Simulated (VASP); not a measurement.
Input of a VASP 6.6.1 run:

Contents of INCAR:

```
SYSTEM = MgB2
PREC     = Accurate       ! precision mode
ENCUT    = 520            ! plane-wave cutoff, eV
EDIFF    = 1E-7           ! SCF threshold, eV
ISMEAR   = 0              ! smearing method
SIGMA    = 0.02           ! smearing width, eV
LREAL    = .FALSE.        ! projectors in reciprocal space
LASPH    = .TRUE.         ! aspherical terms in the spheres
NELM     = 60             ! most SCF steps
ALGO     = Normal         ! electronic algorithm
ISIF     = 3              ! what is computed and relaxed
LWAVE    = .FALSE.        ! write WAVECAR
LCHARG   = .FALSE.        ! write CHGCAR
GGA      = PE             ! functional
IBRION   = 2              ! ionic algorithm
NSW      = 80             ! ionic steps
EDIFFG   = -0.002         ! ionic threshold
```

The input KPOINTS:

```
regular mesh
0
G
  9 9 6
  0 0 0
```

Contents of POSCAR:

```
MgB2                                    
1.0
    3.0736071209     -0.0000000000     -0.0000000000
   -1.5368035604      2.6618218473      0.0000000000
    0.0000000000      0.0000000000      3.5223497457
  Mg              B             
     1     2
Direct
     1.0000000000000000    1.0000000000000000    1.0000000000000000
     0.3333333300000021    0.6666666699999979    0.5000000000000000
     0.6666666699999979    0.3333333300000021    0.5000000000000000
```

Potentials or basis: VASP PAW PBE potentials, release 64 (Mg, B).

The run is started by

```sh
$ cat potpaw_PBE.64/Mg/POTCAR potpaw_PBE.64/B/POTCAR > POTCAR
$ mpirun -np 1 vasp_std > vasp.out
```

Question: What does it give for the band gap on the k mesh?

Answer: None (metal or under the smearing width).

Final structure:
```cif
data_structure
_symmetry_space_group_name_H-M 'P 1'
_symmetry_Int_Tables_number 1
_cell_length_a 3.0736
_cell_length_b 3.0736
_cell_length_c 3.5223
_cell_angle_alpha 90.000
_cell_angle_beta 90.000
_cell_angle_gamma 120.000
_cell_volume 28.82
loop_
_atom_site_label
_atom_site_type_symbol
_atom_site_fract_x
_atom_site_fract_y
_atom_site_fract_z
_atom_site_occupancy
Mg1 Mg 0.00000 0.00000 0.00000 1
B1 B 0.33333 0.66667 0.50000 1
B2 B 0.66667 0.33333 0.50000 1
```

Caveat: the relaxation stopped at its first step, so nothing moved.
